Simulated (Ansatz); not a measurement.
Runs of Ansatz 0.2.0 on InPd. The structure is cubic, space group Fm-3m (No. 225). The conventional cell has a = 5.492 Å, b = 5.492 Å, c = 5.492 Å, α = 90.00°, β = 90.00°, γ = 90.00°. In (site symmetry m-3m) has 6 Pd at 2.75 Å as nearest neighbours. Around Pd (site symmetry m-3m) lie 6 In at 2.75 Å. The cell was built by a generator and needn't be a form met in nature.

```tsv
level	gap on the mesh (eV)	pressure (GPa)	relaxed volume (Å³/atom)
LDA	none	0.0	(b)
PBE	none	0.0	20.75
BLYP	none	0.0	22.29
PBEsol	none	0.0	19.59
revPBE	none	0.0	21.27
RPBE	none	0.0	(a)
```

Alike in all rows: task relaxation of cell and atoms; potentials or basis Ansatz PAW; no spin polarisation; cell relaxed; k mesh 8 × 8 × 8; cutoff (eV) 420; smearing fermi-dirac 0.05 eV.

Q: Estimate the missing entries.

A: (a) 21.48; (b) 18.93.

Caveats: the plane-wave basis is chosen anew once the cell has moved, so the energies of steps on either side of that aren't comparable; the PAW data sets come from PBE, with cores solved anew for the run's functional, which leaves a small shift of forces and pressure (some runs).

A k mesh can miss the band edges, and the runs leave out spin-orbit coupling on In, Pd.

A gap of «none» marks a metal or a gap under the smearing width.
